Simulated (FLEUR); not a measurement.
Si: equation of state with LDA

Crystal: Si.

```
Si
1.0
    -2.37137    2.37137    1.32927
     2.37137   -2.37137    1.32927
     2.37137    2.37137   -1.32927
Si
2
Direct
  0.50000 0.50000 0.00000
  0.25000 0.75000 0.50000
```

This isn't the form of Si at room conditions, which is diamond.

```json
{
 "Program": "FLEUR MaX-R8.1 (later development tree)",
 "Task": "equation of state",
 "Functional": "LDA",
 "Potentials or basis": "all-electron",
 "Basis": "FLAPW",
 "Kmax": "4.69 1/bohr",
 "k mesh": "11 × 11 × 11",
 "Occupations": "fermi-dirac, width 0.05 eV",
 "Spin": "no spin polarisation",
 "Gmax": "14.5 1/bohr",
 "Muffin-tin radii": "Si 2.09 bohr",
 "lmax": "Si 9",
 "lnonsphr": "Si 9",
 "Local orbitals a species": "Si 4"
}
```

```yaml
Equilibrium_volume: 14.82 Å³/atom
Bulk_modulus_at_fixed_shape_and_positions: 117 GPa
Pressure_derivative_of_the_bulk_modulus: "4.7 (rough: it moves with the points fitted)"
```

Energy against volume, from the lowest point:
```
volume (Å³/atom)  energy (meV/atom)
          14.053              15.83
          14.352               5.48
          14.950               0.00
          15.548              11.38
          15.847              22.26
```

Caveat: the cell was scaled at fixed shape and fractional positions, which overstates the stiffness of a crystal with free parameters, most of all of layers and chains.
